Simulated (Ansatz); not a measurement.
BN: work and stress of cleavage

The calculation used DFT PBE, scalar-relativistic, plane waves, PAW (Ansatz 0.2.0). Settings: plane waves to 420 eV, k-mesh 10×10×2 (Γ-centred), Gaussian smearing 0.05 eV. No spin polarisation. Energies are free energies at this smearing, counted from the undisturbed cell; pressure is positive in compression.

Zero of the scan (as given, not relaxed at this level; it stands at 0.0 GPa; this wurtzite form isn't the usual structure):

```
CELL_PARAMETERS angstrom
-2.55394 0.00000 0.00000
-1.27697 -2.21178 0.00000
0.00000 0.00000 12.68056
ATOMIC_POSITIONS crystal
B 0.66667 0.66667 0.22904
B 0.66667 0.66667 0.56237
B 0.66667 0.66667 0.89571
B 0.33333 0.33333 0.06237
B 0.33333 0.33333 0.39571
B 0.33333 0.33333 0.72904
N 0.66667 0.66667 0.10423
N 0.66667 0.66667 0.43756
N 0.66667 0.66667 0.77089
N 0.33333 0.33333 0.93756
N 0.33333 0.33333 0.27089
N 0.33333 0.33333 0.60423
```

The cut lies on the cell's a–b face, a (0 0 1) plane (indices in the standard cell, whose axes needn't be the Cartesian ones shown) of area 5.65 Å², between layers 1.58 Å apart. Vector c is lengthened by d along the normal with the atoms' Cartesian places fixed: one unrelaxed cut a cell. The traction is positive where the two halves pull on each other.

| d (Å) | energy (J/m²) | traction (GPa) |
| --- | --- | --- |
| -0.30 | 4.51 | -392.7 |
| -0.15 | 0.84 | -127.9 |
| 0.00 | 0.00 | 0.4 |
| 0.25 | 1.22 | 79.6 |
| 0.50 | 3.46 | 93.5 |
| 0.75 | 5.73 | 86.2 |
| 1.00 | 7.72 | 73.0 |
| 1.50 | 10.66 | 45.3 |
| 2.00 | 12.34 | 23.7 |
| 3.00 | 13.53 | 4.0 |
| 4.50 | 13.72 | 0.3 |
| 6.00 | 13.75 | 0.1 |

Task: What are the work of separation and the cleavage stress, and do they fit the universal binding curve?

Result: The energy levels off near W ≈ 13.75 J/m² (the traction is down to 0.1 GPa), the energy of the two unrelaxed faces, 6.88 J/m² each on average. The largest sampled traction is 93.5 GPa at d = 0.50 Å, and a parabola through it and its two neighbours peaks at σ_max ≈ 93.8 GPa, d ≈ 0.54 Å. The curve E = W[1 − (1 + d/ℓ)exp(−d/ℓ)] peaks in traction at d = ℓ with σ_max = W/(eℓ); with 1 J/m² per Å = 10 GPa this W and σ_max give ℓ = 0.54 Å. A parabola through that curve at the same three d peaks at 0.57 Å, against 0.54 Å here, a fair fit. The cut parts unlike faces (N and B); in an ionic crystal that makes them polar, and the energy then depends on the thickness of the slab. The opened faces are metallic here, and spin polarisation, left out, could lower W. Real crystals break at far lower stress, because cracks concentrate it, and on the plane of lowest W, which needn't be this one.

The cut is rigid; relaxing the faces lowers these energies and usually the stresses.

The gap closes along the scan, which can put kinks into the curve.